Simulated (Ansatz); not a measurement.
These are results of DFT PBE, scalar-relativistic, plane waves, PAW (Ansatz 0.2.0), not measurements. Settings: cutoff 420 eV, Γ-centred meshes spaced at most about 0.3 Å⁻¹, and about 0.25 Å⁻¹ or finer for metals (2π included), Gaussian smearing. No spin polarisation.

These are static total energies at zero pressure.

Problem. Which of these relaxed structures of LiH is the lowest in energy?
1.

```xyz
2
Lattice="0.0000 2.0040 2.0040 2.0040 0.0000 2.0040 2.0040 2.0040 0.0000" Properties=species:S:1:pos:R:3 pbc="T T T"
Li    0.0000    0.0000    0.0000
H     2.0040    2.0040    2.0040
```

2.

```xyz
2
Lattice="2.5070 0.0000 0.0000 0.0000 2.5070 0.0000 0.0000 0.0000 2.5070" Properties=species:S:1:pos:R:3 pbc="T T T"
Li    1.2535    1.2535    1.2535
H     0.0000    0.0000    0.0000
```

3.

```xyz
4
Lattice="2.8341 0.0000 0.0000 0.0000 2.8341 0.0000 0.0000 0.0000 5.1364" Properties=species:S:1:pos:R:3 pbc="T T T"
Li    0.0000    1.4171    2.5682
Li    1.4171    0.0000    0.0000
H     1.4171    1.4171    1.2841
H     1.4171    1.4171    3.8523
```

4.

```xyz
4
Lattice="2.7801 0.0000 0.0000 -1.3901 2.4076 0.0000 0.0000 0.0000 4.8852" Properties=species:S:1:pos:R:3 pbc="T T T"
Li    0.0000    0.0000    0.0000
Li    0.0000    0.0000    2.4426
H     1.3901    0.8025    1.2213
H     0.0000    1.6051    3.6639
```

5.

```xyz
10
Lattice="2.8125 0.0000 0.0000 -1.4063 2.4357 0.0000 0.0000 0.0000 11.8418" Properties=species:S:1:pos:R:3 pbc="T T T"
Li    0.0000    0.0000    9.3903
Li    0.0000    0.0000    0.0000
Li    0.0000    0.0000    2.4515
Li    0.0000    1.6238    4.7640
Li    1.4063    0.8119    7.0778
H     0.0000    1.6238    8.2350
H     1.4063    0.8119   10.6171
H     0.0000    1.6238    1.2247
H     1.4063    0.8119    3.6068
H     0.0000    0.0000    5.9209
```

Solution. 1. The next of these, cell 5, lies 22 meV/atom higher. Forms: cell 1 rock salt type, Fm-3m; cell 5 P-3m1; cell 4 nickel arsenide type, P6_3/mmc; cell 3 P4_2/mmc; cell 2 caesium chloride type, Pm-3m. Counting H atoms around Li (those within 1.25 times the shortest such distance or 1.15 times the sum of covalent radii): cell 1 has Li 6; cell 5 has Li 6; cell 4 has Li 6; cell 3 has Li 4; cell 2 has Li 8. Origin: cell 1, reached from a cell as deposited in COD, among other starts; cell 2, cell 3 and cell 5, invented; cell 4, invented, then shaken at random and relaxed again. Shaken at random and relaxed again, cell 2 falls into cell 4, 181 meV/atom lower, so it is a saddle point or a shallow minimum. Shaken at random and relaxed again, cell 5 came back.

The k mesh leaves some 4 meV/atom of noise in the energy of each metallic cell. With hydrogen, zero-point motion can shift such differences by 10 meV/atom or more. Cells without such a test can be saddle points. Some types were kept out of the candidates beforehand, so the set may lack a known form.
